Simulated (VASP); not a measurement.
Crystal: Os.

```
Os
1.0
     0.00000    1.94500    1.94500
     1.94500    0.00000    1.94500
     1.94500    1.94500    0.00000
Os
1
Direct
  0.00000 0.00000 0.00000
```

This isn't the form of Os at room conditions, which is hcp.

| Quantity | Value |
| --- | --- |
| Program | VASP 6.6.1 |
| Task | relaxation of cell and atoms |
| Functional | PBEsol |
| Potentials or basis | VASP PAW PBE potentials, release 64 (Os) |
| Cutoff | 600 eV |
| k mesh | 10 × 10 × 10 |
| Occupations | methfessel-paxton, width 0.15 eV |
| Spin | no spin polarisation |

At the start: pressure -19.5 GPa; volume 14.72 Å³/atom.

Question: How do energy, volume and symmetry change on relaxing?

Answer: Over 5 steps the energy falls by 47.0 meV/atom and the volume is 13.98 Å³/atom (-5.0 %); space group Fm-3m (No. 225, to 0.05 Å).

Step by step:
```
step  energy change (eV)  largest force (eV/Å)  pressure (GPa)  volume (Å³)
   1              0.0000                0.0000          -19.51        14.72
   2              1.0801                0.0000          161.48        11.22
   3             -0.0465                0.0000           -2.16        14.05
   4             -0.0470                0.0000           -0.64        14.00
   5             -0.0470                0.0000            0.00        13.98
```

Final structure:
```
CELL_PARAMETERS angstrom
0.00000 1.91212 1.91212
1.91212 0.00000 1.91212
1.91212 1.91212 0.00000
ATOMIC_POSITIONS crystal
Os 0.00000 0.00000 0.00000
```

Caveat: the PAW data sets were made with another functional, which shifts forces and pressure a little.
